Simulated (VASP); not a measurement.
Wanted: the native input for a VASP 6.6.1 run.

* Task: single point
* Functional: PBE
* Potentials or basis: VASP PAW PBE potentials, release 64 (Zr_sv, C)
* Cutoff: 520 eV
* k mesh: 18 × 18 × 18
* Occupations: gaussian, width 0.1 eV
* Spin: no spin polarisation
* Dipole correction: no
* Further INCAR settings: ALGO = Fast; EDIFF = 1e-07; NBANDS = 21

The structure of Zr2C lies in POSCAR:

```
Zr2C
1.0
    1.6677325161      0.9628658171      5.3828691579
   -1.6677325161      0.9628658171      5.3828691579
    0.0000000000     -1.9257316342      5.3828691579
Zr C
2 1
Direct
    0.2555692675      0.2555692675      0.2555692675
    0.7444307325      0.7444307325      0.7444307325
    0.0000000000      0.0000000000      0.0000000000
```

The cell was built by a generator and needn't be a form met in nature.

The cell isn't the ideal one: species swapped into the Ba2N type (R-3m, No. 166).

One way to write it, as run:

INCAR

```
SYSTEM = Zr2C
ALGO     = Fast           ! electronic algorithm
EDIFF    = 1E-7           ! SCF threshold, eV
ENCUT    = 520            ! plane-wave cutoff, eV
GGA      = PE             ! functional
ISIF     = 2              ! what is computed and relaxed
ISMEAR   = 0              ! smearing method
LASPH    = .TRUE.         ! aspherical terms in the spheres
LCHARG   = .FALSE.        ! write CHGCAR
LREAL    = .FALSE.        ! projectors in reciprocal space
LWAVE    = .FALSE.        ! write WAVECAR
NBANDS   = 21             ! bands
NELM     = 100            ! most SCF steps
PREC     = Accurate       ! precision mode
SIGMA    = 0.1            ! smearing width, eV
```

KPOINTS

```
k-points
0
G
  18 18 18
  0 0 0
```

Potentials or basis: VASP PAW PBE potentials, release 64 (Zr_sv, C).

Run with:

```console
$ cat potpaw_PBE.64/Zr_sv/POTCAR potpaw_PBE.64/C/POTCAR > POTCAR
$ mpirun -np 1 vasp_std > vasp.out
```

Results of the run:

```yaml
Pressure: 0.1 GPa
Largest_force: 0.014 eV/Å
Band_gap_on_the_k_mesh: none (metal or under the smearing width)
```

It took 56 min on 1 thread of Intel(R) Xeon(R) 6975P-C (Granite Rapids) (shared host), peak memory 0.78 GiB.
